## Results and discussion

PBE0 mixes one quarter of exact exchange into the PBE functional, and it uses the same quarter in every crystal. The table sets the band gaps that result beside measured ones for five semiconductors and insulators. In the last column a positive number means that the computed gap lies above the measured value.

Band gaps of five crystals, computed with ABINIT 10.8.3 using the PBE0 hybrid functional and norm-conserving PBE pseudopotentials, without spin polarisation or spin-orbit coupling, in the given cells without relaxation. The computed gap is the difference between the lowest empty and the highest filled level among the points of the k-mesh.

```
formula  space group  volume of the given cell (Å³/atom)                   potentials or basis  wave cutoff (eV)  k-mesh  computed band gap (eV)  measured band gap (eV)  range of the values found (eV)                                                                                                                       what was measured, and how                   source  computed less measured (eV)
   PbSe        Fm-3m                               28.67                      SG15 NC PBE v1.2             489.8   6x6x6                   1.128                     0.2                       one value                                         band gap at X-bar of the surface zone (bulk L point) from ARPES, between quantized subbands; ARPES; film  arXiv:1712.07894 (2017)                         0.93
     Si        Fd-3m                               20.16  PseudoDojo NC SR PBE v0.4.1 standard             381.0   6x6x6                   1.958                    1.12                   1.1 to 1.1692                          indirect optical gap from Tauc plot of Kubelka-Munk function; absorptance spectroscopy with Tauc analysis; bulk crystal       pmc:6179974 (2018)                         0.84
   CdSe        F-43m                               28.94                      SG15 NC PBE v1.2             489.8   6x6x6                   1.898                    1.69                       one value                                                                      direct gap from (alpha E)^2 extrapolation; spectroscopic ellipsometry; film   arXiv:1007.2297 (2010)                         0.21
    BAs        F-43m                               13.63                      SG15 NC PBE v1.2             489.8   6x6x6                   2.588                   1.835                    1.82 to 4.12                                                     indirect optical gap from background-subtracted Tauc plot; UV-Vis transmission; bulk crystal  arXiv:2307.05371 (2023)                         0.75
    AlN       P6_3mc                               10.45  PseudoDojo NC SR PBE v0.4.1 standard             952.4   6x6x4                   6.272                  6.0411                    5.98 to 6.18  free A exciton energy E(0), extrapolated to 0 K by Bose-Einstein fit of temperature-dependent PL; temperature-dependent photoluminescence; film  arXiv:2402.00216 (2024)                         0.23
```

### 1. In which crystals is the computed gap close to the measured one?

All five computed gaps lie above their references, but by very different amounts. In CdSe and AlN the excess is about 0.2 eV, while in BAs, Si and PbSe it lies between 0.75 and 0.93 eV. In relative terms the contrast is sharper still: the computed gap of AlN is 4% above its reference, and that of PbSe is more than five times its reference.

### 2. Is the error simply large where the gap is small?

The two extremes suggest it, since PbSe has the smallest gap and AlN the largest. The middle of the table contradicts it. BAs has a slightly larger measured gap than CdSe, 1.84 against 1.69 eV, yet its error is more than three times as large. Something other than the size of the gap must separate these two crystals.

### 3. Would a finer k-mesh remove the large errors?

Only in small part: in Si and BAs it would catch a band edge that this mesh misses. How it would change the exact exchange itself was not tested. The printed gap compares the highest filled and the lowest empty level among the sampled wave vectors. In these two crystals the lowest empty state lies on the line from the zone centre Γ to the zone-boundary point X, between two sampled points. The mesh steps over it, and the gap comes out too wide.

The orbital energies of the same runs show how much is lost. Parabolas laid through neighbouring points of the conduction band put the true minimum 0.13 to 0.17 eV below the lowest sampled level in Si, and about 0.1 eV below it in BAs. That leaves an error of about 0.7 eV in Si and 0.65 eV in BAs. The other three gaps are direct and, as is well known for these crystals, lie at Γ or, in PbSe, at the point L. Both points are on the mesh, so no band edge is stepped over there.

### 4. Why should one quarter of exact exchange suit AlN better than Si?

Exact exchange widens a gap because it acts differently on filled and empty states. It keeps electrons of like spin apart. Around an electron in a filled state the charge of like spin is reduced by one electron in all, which spares it repulsion, and its level sinks. For an empty state the reduction sums to zero, and the gain is far smaller. The more exact exchange a functional contains, the further the two sets of levels move apart.

In a crystal this interaction does not act at full strength over long distances. The other electrons shift in response and screen it, roughly by the factor 1/ε, where ε is the electronic permittivity. A crystal with ε near 4 therefore calls for about one quarter, which is what PBE0 supplies. AlN, with its tightly held electrons, is close to this case. The valence electrons of Si are much easier to displace, ε is about 12, and a weight of roughly one twelfth would be appropriate. PBE0 then pushes filled and empty levels apart with about three times the long-range exchange that the crystal would let through.

This also gives the right order for the pair in question 2. BAs screens more strongly than CdSe, so the fixed quarter is further from what it needs, although the two gaps are similar. The permittivities used here are rough recalled values, not results of these calculations, so screening as the cause is argued from theory and not shown by the table itself.

### 5. Can the error be estimated from the permittivity?

The argument gives a one-line model. The surplus of exchange is 1/4 − 1/ε, and if the gap responds to it in proportion,

error ≈ S · (1/4 − 1/ε).

The response S was fitted to the four crystals other than PbSe, with the mesh estimate already taken off Si and BAs; it comes out near 4.1 eV. For Si the surplus is 1/4 − 1/12 = 1/6, and the estimated error is 4.1 eV / 6 ≈ 0.7 eV, as found. Si was part of the fit, so this illustrates the model and does not test it.

The typical miss is 0.1 eV, less than half that of a model which gives every crystal the same error; the output after this text has the details. The worst case is CdSe, where the model expects nearly 0.4 eV instead of 0.2 eV. It therefore yields only about half of the difference that remains between BAs and CdSe. One value of S for all crystals is a crude assumption, and four rows can't show whether it is to blame. The computed gap of CdSe also has two known errors of its own, which partly cancel: the missing spin-orbit coupling is expected to widen it by roughly 0.1 eV, and a cell slightly larger than the measured one narrows it. Nor can so few crystals separate screening from bonding type or from the kind of gap: the two strongly screening crystals in the fit, Si and BAs, are also the most covalent ones and the only ones whose gap is indirect.

### 6. What changes when the cadmium in CdSe is replaced by lead?

The error rises from 0.21 to 0.93 eV, and at least two causes are mixed in that rise, besides the change from the zinc-blende to the rock-salt structure. The first is screening: PbSe has by far the highest permittivity of the five, above 20, so more than four fifths of the quarter of exchange is surplus. The second is spin-orbit coupling, which was left out. The lowest empty states of PbSe come mainly from the 6p orbitals of lead, a heavy atom in which this coupling is strong. Including it would mix the 6p states with one another, push the lowest of them down and narrow the gap by several tenths of an eV, a size known from general experience and not computed here.

For this reason PbSe was kept out of the fit. The model gives it an error of 0.84 eV, which looks like a success but is not one, since the error in the table also contains the missing coupling. The reference adds its own doubt: it was measured on a film between quantized levels, and confinement can make such a gap wider than that of the bulk crystal.

### 7. Which digits can be trusted?

The third decimal of the computed gaps has no physical weight, and in Si and BAs even the first is changed by the mesh. Convergence with the wave cutoff and with the mesh used for the exchange energy was not tested. The difference of 0.02 eV between the errors of CdSe and AlN therefore needs no explanation, and neither does the order of Si and BAs. PbSe can't be ranked against those two while its spin-orbit coupling is missing.

The measured side has limits of its own. The reference for AlN is the energy of an exciton, a bound electron–hole pair, which lies below the band gap. It also contains the lowering of the gap by zero-point motion, a few tenths of an eV by general knowledge. Against a gap for atoms at rest, the error of AlN could vanish or change sign. For BAs the measured values run from 1.82 to 4.12 eV, probably because indirect and direct gaps were collected together.

What survives is the coarse division. After the mesh estimate the error of BAs still exceeds that of CdSe by more than 0.4 eV, several times the size of that estimate.

### 8. What would the error do in a model of a silicon device?

The number of electrons and holes that pure silicon supplies by itself, the intrinsic carrier density, varies as exp(−E/2kT), where E is the gap, k Boltzmann's constant and T the temperature. At 300 K the product 2kT is only about 0.05 eV, so an excess of 0.84 eV in the gap lowers the density by seven powers of ten. Correcting for the mesh still leaves nearly six. Leakage currents and junction behaviour depend on this density, so a device model should take the measured gap of silicon and not the PBE0 value. A finer mesh alone would not make the computed gap fit for that use.

Numerical output:

```
Si: conduction minimum below lowest mesh point, first parabola (eV): 0.1281
Si: the same, second parabola (eV): 0.1713
BAs: conduction minimum below lowest mesh point, first parabola (eV): 0.07807
BAs: the same, second parabola (eV): 0.1273
Errors and screening:
   row  computed less measured (eV)  after mesh estimate (eV)  gap after mesh estimate (eV)  recalled permittivity  inverse permittivity  1/4 less inverse permittivity
  PbSe                         0.93                      0.93                         1.128                     23               0.04348                         0.2065
    Si                         0.84                    0.6903                         1.808                     12               0.08333                         0.1667
  CdSe                         0.21                      0.21                         1.898                    6.2                0.1613                        0.08871
   BAs                         0.75                    0.6473                         2.485                    9.6                0.1042                         0.1458
   AlN                         0.23                      0.23                         6.272                    4.6                0.2174                        0.03261
PbSe: computed gap over measured gap: 5.64
AlN: computed gap over measured gap: 1.038
BAs less CdSe, measured gap (eV): 0.145
BAs less CdSe, error (eV): 0.54
BAs less CdSe, error after mesh estimate (eV): 0.4373
fit of errm on 4 rows (light): coefficient of excess 4.063 +/- 0.45; rms 0.094, worst CdSe 0.15, leave-one-out rms 0.11
  rows outside the fit (model, value, miss): PbSe 0.8391, 0.93, -0.0909
fit of errm on 4 rows (light): constant 0.4444 +/- 0.13; rms 0.225, worst Si -0.246, leave-one-out rms 0.3
  rows outside the fit (model, value, miss): PbSe 0.4444, 0.93, -0.486
Si at 300 K: powers of ten by which the computed gap lowers the intrinsic carrier density: 7.056
Si at 300 K: the same after the mesh estimate: 5.798
```
